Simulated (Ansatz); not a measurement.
Gd:

```
Gd
1.0
     0.00000    2.58582    2.58582
     2.58582    0.00000    2.58582
     2.58582    2.58582    0.00000
Gd
1
Direct
  0.00000 0.00000 0.00000
```

This isn't the form of Gd at room conditions, which is hcp.

Program: Ansatz 0.2.0. Alike in all runs: task single point; level PBE; potentials or basis Ansatz PAW; cell as given; k mesh 8 × 8 × 8; cutoff (eV) 420; smearing fermi-dirac 0.05 eV.

Q: Order these runs on this cell by their pressure, lowest first.
A. spin collinear, ferromagnetic start; fixed moment (μB) 10.5
B. spin collinear, ferromagnetic start; fixed moment (μB) 3.5
C. spin collinear, ferromagnetic start; fixed moment (μB) 14.0
D. spin collinear, program default start; fixed moment (μB) 0.0

A: D (-2.7 GPa), A (0.8 GPa), B (4.2 GPa), C (6.4 GPa).

Caveats: the total moment is fixed, so each spin has its own Fermi level; the thresholds are loose for stress.
